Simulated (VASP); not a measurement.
# Si (Fd-3m) in VASP: a series of runs

Aim: see how the results for Si move with the level of theory and the settings. Levels: PBE+MBD, PBEsol+D3. Tasks: relaxation of cell and atoms.

Everything below comes from runs of VASP 6.6.1. Logs are shortened: lines on timing, memory, paths and dates and some standing lists are left out, and cuts for length are marked.

## Step 1: The crystal as given

It takes space group Fd-3m (No. 227, cubic). The conventional cell has a = 5.444 Å, b = 5.444 Å, c = 5.444 Å, α = 90.00°, β = 90.00°, γ = 90.00°. Si (site symmetry -43m) is surrounded by 4 Si at 2.36 Å.

## Step 2: Relaxation of cell and atoms, PBE+MBD

INCAR

```
ALGO     = Normal         # electronic algorithm
EDIFF    = 1E-6           # SCF threshold, eV
EDIFFG   = -0.005         # ionic threshold
ENCUT    = 600            # plane-wave cutoff, eV
GGA      = PE             # functional
IBRION   = 2              # ionic algorithm
ISIF     = 3              # what is computed and relaxed
ISMEAR   = -1             # smearing method
IVDW     = 202            # dispersion correction
LASPH    = T              # aspherical terms in the spheres
LCHARG   = F              # write CHGCAR
LREAL    = F              # projectors in reciprocal space
LWAVE    = F              # write WAVECAR
NELM     = 60             # most SCF steps
NSW      = 40             # ionic steps
PREC     = Accurate       # precision mode
SIGMA    = 0.05           # smearing width, eV
```

KPOINTS

```
k-points
0
Gamma
  8 8 8
```

POSCAR

```
Si
1.0
    0.0000000000      2.7218511865      2.7218511865
    2.7218511865      0.0000000000      2.7218511865
    2.7218511865      2.7218511865      0.0000000000
Si
2
Direct
    0.5000000000      0.5000000000      0.5000000000
    0.7500000000      0.7500000000      0.7500000000
```

Potentials or basis: VASP PAW PBE potentials, release 64 (Si).

Started as:

```bash
> cat potpaw_PBE.64/Si/POTCAR > POTCAR
> mpirun -np 1 vasp_std > vasp.out
```

OUTCAR:

```text
EDIFF = 1E-6
   EDIFFG = -0.005
   ENCUT = 600
   GGA = PE
   IBRION = 2
   ISIF = 3
   ISMEAR = -1
   IVDW = 202
   LASPH = T
   LREAL = F
   NELM = 60
   NSW = 40
   PREC = Accurate
  IVDW = 202

 ion  position               nearest neighbor table
   1  0.500  0.500  0.500-   2 2.36   2 2.36   2 2.36   2 2.36
   2  0.750  0.750  0.750-   1 2.36   1 2.36   1 2.36   1 2.36

  LATTYP: Found a face centered cubic cell.
 ALAT       =     5.4437023730

  Lattice vectors:

 A1 = (   0.0000000000,   2.7218511865,   2.7218511865)
 A2 = (   2.7218511865,   0.0000000000,   2.7218511865)
 A3 = (   2.7218511865,   2.7218511865,   0.0000000000)

Analysis of symmetry for initial positions (statically):
=====================================================================
 Subroutine PRICEL returns:
 Original cell was already a primitive cell.

 Routine SETGRP: Setting up the symmetry group for a
 face centered cubic supercell.

 Subroutine GETGRP returns: Found 48 space group operations
 (whereof 24 operations were pure point group operations)
 out of a pool of 48 trial point group operations.

The static configuration has the point symmetry T_d .
 The point group associated with its full space group is O_h .

Analysis of symmetry for dynamics (positions and initial velocities):
=====================================================================
 Subroutine PRICEL returns:
 Original cell was already a primitive cell.

 Routine SETGRP: Setting up the symmetry group for a
 face centered cubic supercell.

 Subroutine GETGRP returns: Found 48 space group operations
 (whereof 24 operations were pure point group operations)
 out of a pool of 48 trial point group operations.

The dynamic configuration has the point symmetry T_d .
 The point group associated with its full space group is O_h .

 Subroutine INISYM returns: Found 48 space group operations
 (whereof 24 operations are pure point group operations),
 and found     1 'primitive' translations

----------------------------------------------------------------------------------------

                                     Primitive cell

  volume of cell :      40.3295

  direct lattice vectors                    reciprocal lattice vectors
     0.000000000  2.721851186  2.721851186    -0.183698507  0.183698507  0.183698507
     2.721851186  0.000000000  2.721851186     0.183698507 -0.183698507  0.183698507
     2.721851186  2.721851186  0.000000000     0.183698507  0.183698507 -0.183698507

  length of vectors
     3.849278863  3.849278863  3.849278863     0.318175148  0.318175148  0.318175148

  position of ions in fractional coordinates (direct lattice)
     0.500000000  0.500000000  0.500000000
     0.750000000  0.750000000  0.750000000

  ion indices of the primitive-cell ions
   primitive index   ion index
                 1           1
                 2           2

----------------------------------------------------------------------------------------

 KPOINTS: k-points

Automatic generation of k-mesh.
 Grid dimensions read from file:
 generate k-points for:    8    8    8

 Generating k-lattice:

  Cartesian coordinates                     Fractional coordinates (reciprocal lattice)
    -0.022962313  0.022962313  0.022962313     0.125000000  0.000000000  0.000000000
     0.022962313 -0.022962313  0.022962313     0.000000000  0.125000000  0.000000000
     0.022962313  0.022962313 -0.022962313     0.000000000  0.000000000  0.125000000

  Length of vectors
     0.039771893  0.039771893  0.039771893

  Shift w.r.t. Gamma in fractional coordinates (k-lattice)
     0.000000000  0.000000000  0.000000000

 Subroutine IBZKPT returns following result:
 ===========================================

 Found     29 irreducible k-points:

 Following reciprocal coordinates:
            Coordinates               Weight
  0.000000  0.000000  0.000000      1.000000
  0.125000  0.000000  0.000000      8.000000
  0.250000  0.000000  0.000000      8.000000
  0.375000  0.000000  0.000000      8.000000
  0.500000  0.000000  0.000000      4.000000
  0.125000  0.125000  0.000000      6.000000
[... 16 lines left out ...]
  0.500000  0.250000  0.125000     48.000000
 -0.375000  0.250000  0.125000     24.000000
 [... further k-points ...]
   k-points           NKPTS =     29   k-points in BZ     NKDIM =     29   number of bands    NBANDS=      8
   number of dos      NEDOS =    301   number of ions     NIONS =      2
   total plane-waves  NPLWV =  32768
   dimension x,y,z NGX =    32 NGY =   32 NGZ =   32
   dimension x,y,z NGXF=    64 NGYF=   64 NGZF=   64
   ions per type =               2
   NGX,Y,Z   is equivalent  to a cutoff of  13.82, 13.82, 13.82 a.u.
   NGXF,Y,Z  is equivalent  to a cutoff of  27.64, 27.64, 27.64 a.u.
 SYSTEM =  unknown system
   PREC   = accura    normal or accurate (medium, high low for compatibility)
   ISTART =      0    job   : 0-new  1-cont  2-samecut
   ICHARG =      2    charge: 1-file 2-atom 10-const
   ISPIN  =      1    spin polarized calculation?
   LNONCOLLINEAR =      F non collinear calculations
   LSORBIT =      F    spin-orbit coupling
   LASPH  =      T    aspherical Exc in radial PAW
   ENCUT  =  600.0 eV  44.10 Ry    6.64 a.u.   7.69  7.69  7.69*2*pi/ulx,y,z
   NELM   =     60;   NELMIN=  2; NELMDL= -5     # of ELM steps
   EDIFF  = 0.1E-05   stopping-criterion for ELM
   LREAL  =      F    real-space projection
   EDIFFG = -.5E-02   stopping-criterion for IOM
   NSW    =     40    number of steps for IOM
   IBRION =      2    ionic relax: 0-MD 1-quasi-New 2-CG
   NFREE  =      1    steps in history (QN), initial steepest desc. (CG)
   ISIF   =      3    stress and relaxation
   ISYM   =      2    0-nonsym 1-usesym 2-fastsym
   POTIM  = 0.5000    time-step for ionic-motion
   TEBEG  =    0.0;   TEEND  =   0.0 temperature during run
   PSTRESS=    0.0 pullay stress
   NELECT =       8.0000    total number of electrons
   NUPDOWN=      -1.0000    fix difference up-down
   EMIN   =  10.00;   EMAX   =-10.00  energy-range for DOS
   EFERMI =   0.00;   METHOD = LEGACY
   ISMEAR =    -1;   SIGMA  =   0.05  broadening in eV -4-tet -1-fermi 0-gaus
   EFERMI_NEDOS =   21; number of points for ismear=-14 and -15
   IALGO  =     38    algorithm
   IMIX   =      4    mixing-type and parameters
     AMIX     =   0.40;   BMIX     =  1.00
     AMIX_MAG =   1.60;   BMIX_MAG =  1.00
  volume/ion in A,a.u.               =      20.16       136.08
  Fermi-wavevector in a.u.,A,eV,Ry     =   0.954766  1.804247 12.402783  0.911579
  Thomas-Fermi vector in A             =   2.083543
   LORBIT       =      0    0 simple, 1 ext, 2 COOP (PROOUT), +10 PAW based schemes
   GGA     = PE    functional components
   LHFCALC =     F    Hartree Fock is set to
   AEXX    =    0.0000 exact exchange contribution
   IVDW    =   202    specifies the selected vdW correction
   LEPSILON=     F    determine dielectric tensor
   LRPA    =     F    only Hartree local field effects (RPA)
 conjugate gradient relaxation of ions
 non-spin polarized calculation
  energy-cutoff  :      600.00
  volume of cell :       40.33
 maximum number of plane-waves:      1365
   NGX = 15   NGY = 15   NGZ = 15

--------------------------------------- Ionic step        1  -------------------------------------------

 number of electron       8.0000000 magnetization

 Free energy of the ion-electron system (eV)
  ---------------------------------------------------
  ext. energy  EPLUGINS =         0.00000000
  ---------------------------------------------------
  free energy    TOTEN  =       -10.84401904 eV

  energy without entropy =      -10.84399353  energy(sigma->0) =      -10.84400629

------------------------ aborting loop because EDIFF is reached ----------------------------------------

  Tkatchenko/Scheffler method for vdW energy calculation

  Edisp (eV):   -0.52583

  FORCE on cell =-STRESS in cart. coord.  units (eV):
  Direction    XX          YY          ZZ          XY          YZ          ZX
  --------------------------------------------------------------------------------------
  -------------------------------------------------------------------------------------
  Total      -0.16420    -0.16420    -0.16420    -0.00000    -0.00000    -0.00000
  in kB      -6.52338    -6.52338    -6.52338    -0.00000    -0.00000    -0.00000
  external pressure =       -6.52 kB  Pullay stress =        0.00 kB
[... 101 lines left out ...]
  energy  without entropy=      -11.3703798175  energy(sigma->0) =      -11.37039384

--------------------------------------- Ionic step        4  -------------------------------------------

 number of electron       7.9999999 magnetization

 Free energy of the ion-electron system (eV)
  ---------------------------------------------------
  ext. energy  EPLUGINS =         0.00000000
  ---------------------------------------------------
  free energy    TOTEN  =       -10.84117779 eV

  energy without entropy =      -10.84114954  energy(sigma->0) =      -10.84116366

 E-fermi :   6.1139     XC(G=0):  -9.4077

 val. band max:        5.8263267736   @ k =   0.0000   0.0000   0.0000
 cond. band min:       6.4425893151   @ k =   0.3750   0.3750   0.0000
 fundamental gap:      0.6162625414
 Fermi energy:         6.1139235604

 k-point     1 :       0.0000    0.0000    0.0000
  band No.  band energies     occupation
      1      -6.1306      2.00000
      2       5.8263      1.99367
      3       5.8263      1.99367
      4       5.8263      1.99367
      5       8.3914      0.00000
      6       8.3914      0.00000
      7       8.3914      0.00000
      8       9.1992      0.00000
[... 243 lines left out ...]
 k-point    24 :      -0.3750    0.2500    0.1250
  band No.  band energies     occupation
      1      -3.2608      2.00000
      2      -0.9561      2.00000
      3       2.3798      2.00000
      4       3.6700      2.00000
      5       8.8951      0.00000
      6       8.9584      0.00000
      7      11.7379      0.00000
      8      12.9431      0.00000

 [... further k-points ...]

------------------------ aborting loop because EDIFF is reached ----------------------------------------

  Hirshfeld charges:
            ion         q(e)
   ------------------------------
      1     Si      -0.00000000
      2     Si       0.00000000

  Tkatchenko/Scheffler method for vdW energy calculation

  Edisp (eV):   -0.52922

  FORCE on cell =-STRESS in cart. coord.  units (eV):
  Direction    XX          YY          ZZ          XY          YZ          ZX
  --------------------------------------------------------------------------------------
  -------------------------------------------------------------------------------------
  Total      -0.00020    -0.00020    -0.00020    -0.00000     0.00000    -0.00000
  in kB      -0.00794    -0.00794    -0.00794    -0.00000     0.00000    -0.00000
  external pressure =       -0.01 kB  Pullay stress =        0.00 kB
[... 17 lines left out ...]
  FREE ENERGIE OF THE ION-ELECTRON SYSTEM (eV)
  ---------------------------------------------------
  free  energy   TOTEN  =       -11.3703980756 eV

  energy  without entropy=      -11.3703698266  energy(sigma->0) =      -11.37038395

 reached required accuracy - stopping structural energy minimisation
```

It took 54 s on 1 thread of Intel Xeon Platinum 8488C (Sapphire Rapids), shared host; peak memory 0.17 GiB.

What came out:

| Quantity | Value |
| --- | --- |
| Free energy | -11.3704 eV |
| Relaxed volume | 20.02 Å³/atom |
| Relaxed cell | a = 3.840 Å, b = 3.840 Å, c = 3.840 Å, α = 60.00°, β = 60.00°, γ = 60.00° |
| Space group after relaxing (to 0.05 Å) | Fd-3m (No. 227) |
| Energy gained by relaxing | 0.3 meV/atom |
| Ionic steps | 4 |
| Pressure after relaxing | 0.0 GPa |
| Band gap on the k mesh | 0.62 eV, indirect (least direct gap 2.57 eV) |
| Dispersion energy per atom | -0.265 eV |

Step by step:
| step | energy change (eV) | largest force (eV/Å) | pressure (GPa) | volume (Å³) |
| --- | --- | --- | --- | --- |
| 1 | 0.0000 | 0.0000 | -0.65 | 40.33 |
| 2 | -0.0002 | 0.0000 | 0.46 | 39.85 |
| 3 | -0.0006 | 0.0000 | -0.06 | 40.07 |
| 4 | -0.0005 | 0.0000 | 0.00 | 40.05 |

Final structure:
```yaml
crystal:
  lattice:
    - [0.00000, 2.71544, 2.71544]
    - [2.71544, 0.00000, 2.71544]
    - [2.71544, 2.71544, 0.00000]
  atoms:
    - { symbol: Si, position: [0.50000, 0.50000, 0.50000] }
    - { symbol: Si, position: [0.75000, 0.75000, 0.75000] }
```

A k mesh can miss the band edges.

## Step 3: Relaxation of cell and atoms, PBEsol+D3

INCAR

```
SYSTEM = Si
  PREC = Accurate
  ENCUT = 600
  EDIFF = 1E-6
  ISMEAR = -1
  SIGMA = 0.05
  LREAL = .FALSE.
  LASPH = .TRUE.
  NELM = 80
  ALGO = Fast
  ISIF = 3
  LWAVE = .FALSE.
  LCHARG = .FALSE.
  GGA = PS
  IVDW = 11
  IBRION = 2
  NSW = 40
  EDIFFG = -0.02
```

KPOINTS

```
regular mesh
0
G
  8 8 8
  0 0 0
```

POSCAR is that of step 2.

Potentials or basis: VASP PAW PBE potentials, release 64 (Si).

Started as:

```bash
> cat potpaw_PBE.64/Si/POTCAR > POTCAR
> mpirun -np 1 vasp_std > vasp.out
```

Run time: 26 s. Hardware: 1 thread of Intel Xeon Platinum 8488C (Sapphire Rapids), shared host; peak memory 0.18 GiB.

The run converged. Its results:

- Free energy: -11.7297 eV
- Relaxed volume: 19.94 Å³/atom
- Relaxed cell: a = 3.835 Å, b = 3.835 Å, c = 3.835 Å, α = 60.00°, β = 60.00°, γ = 60.00°
- Space group after relaxing (to 0.05 Å): Fd-3m (No. 227)
- Energy gained by relaxing: 0.8 meV/atom
- Ionic steps: 3
- Pressure after relaxing: 0.0 GPa
- Band gap on the k mesh: 0.50 eV, indirect (least direct gap 2.52 eV)
- Dispersion energy per atom: -0.121 eV

Step by step:
```tsv
step	energy change (eV)	largest force (eV/Å)	pressure (GPa)	volume (Å³)
1	0.0000	0.0000	-1.04	40.33
2	-0.0008	0.0000	0.73	39.57
3	-0.0015	0.0000	0.01	39.87
```

Final structure:
```
Si
1.0
     0.00000    2.71148    2.71148
     2.71148    0.00000    2.71148
     2.71148    2.71148    0.00000
Si
2
Direct
  0.50000 0.50000 0.50000
  0.75000 0.75000 0.75000
```

Levels at points of the mesh, in eV from the valence-band top:
```tsv
k point	band 1	band 2	band 3	band 4	band 5	band 6	band 7	band 8
(0.00, 0.00, 0.00)	-12.02	0.00	0.00	0.00	2.52	2.52	2.52	3.37
(0.50, 0.00, 0.00)	-9.66	-7.04	-1.21	-1.21	1.48	3.27	3.27	7.52
(0.50, 0.50, 0.00)	-7.84	-7.84	-2.89	-2.89	0.58	0.58	10.10	10.10
```

Caveat: the PAW data sets were made with another functional, which shifts forces and pressure a little. A k mesh can miss the band edges.

## Step 4: The reference run

An earlier run on the cell as given: functional PBE; potentials or basis VASP PAW PBE potentials, release 64 (Si); cutoff 520 eV; k mesh 8 × 8 × 8; occupations fermi-dirac, width 0.05 eV; no spin polarisation.

* Pressure: 1.3 GPa
* Band gap on the k mesh: 0.63 eV, indirect (least direct gap 2.56 eV)

## Step 5: The runs side by side

```csv
task,level,cell,cutoff (eV),gap on the mesh (eV),pressure (GPa),relaxed volume (Å³/atom)
relaxation of cell and atoms,PBE+MBD,relaxed,600,0.62,0.0,20.02
relaxation of cell and atoms,PBEsol+D3,relaxed,600,0.50,0.0,19.94
single point,PBE,as given,520,0.63,1.3,-
```

Alike in all rows: potentials or basis VASP PAW PBE potentials, release 64 (Si); no spin polarisation; k mesh 8 × 8 × 8; smearing fermi-dirac 0.05 eV.

Caveats: the PAW data sets were made with another functional, which shifts forces and pressure a little (some runs).

Absolute energies hang on the potentials; compare differences alone.
